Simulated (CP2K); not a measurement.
# SiC (Moissanite 6H) in CP2K: the effect of functional

The system is SiC (Moissanite 6H).

```
CELL_PARAMETERS angstrom
3.09500 0.00000 0.00000
-1.54750 2.68035 0.00000
0.00000 0.00000 15.17000
ATOMIC_POSITIONS crystal
Si 0.66667 0.33333 0.45830
Si 0.33333 0.66667 0.95830
Si 0.66667 0.33333 0.79170
Si 0.33333 0.66667 0.29170
Si 0.00000 0.00000 0.62500
Si 0.00000 0.00000 0.12500
C 0.66667 0.33333 0.33330
C 0.33333 0.66667 0.83330
C 0.66667 0.33333 0.66670
C 0.33333 0.66667 0.16670
C 0.00000 0.00000 0.50000
C 0.00000 0.00000 0.00000
```

Alike in all runs:

| Property | Result |
| --- | --- |
| Program | CP2K 2026.2 |
| Task | band structure |
| Potentials or basis | POTENTIAL_UZH Si GTH-PBE-q4, C GTH-PBE-q4; DZVP-MOLOPT-PBE-GTH basis |
| Density cutoff | 9184 eV |
| k mesh | 8 × 8 × 2 |
| Occupations | fermi-dirac, width 0.05 eV |
| Spin | no spin polarisation |

```tsv
functional	gap on the mesh (eV)	pressure (GPa)
PBE	2.26	-0.4
LDA	2.12	-1.4
PBEsol	2.13	-1.5
HLE16	2.92	-39.5
optB88-vdW	2.42	-0.2
BLYP	?	?
r2SCAN	2.60	-2.5
```

Question: What does the run with functional BLYP give?

Answer: gap on the mesh 2.55 eV; pressure 3.0 GPa.

Caveats: the basis of atomic orbitals isn't converged, which shifts pressures, moduli and gaps; the potentials were made for another functional, which shifts forces and pressure (some runs); the potentials were made for a functional far from this one (some runs); the cell as given lies far from equilibrium (some runs).

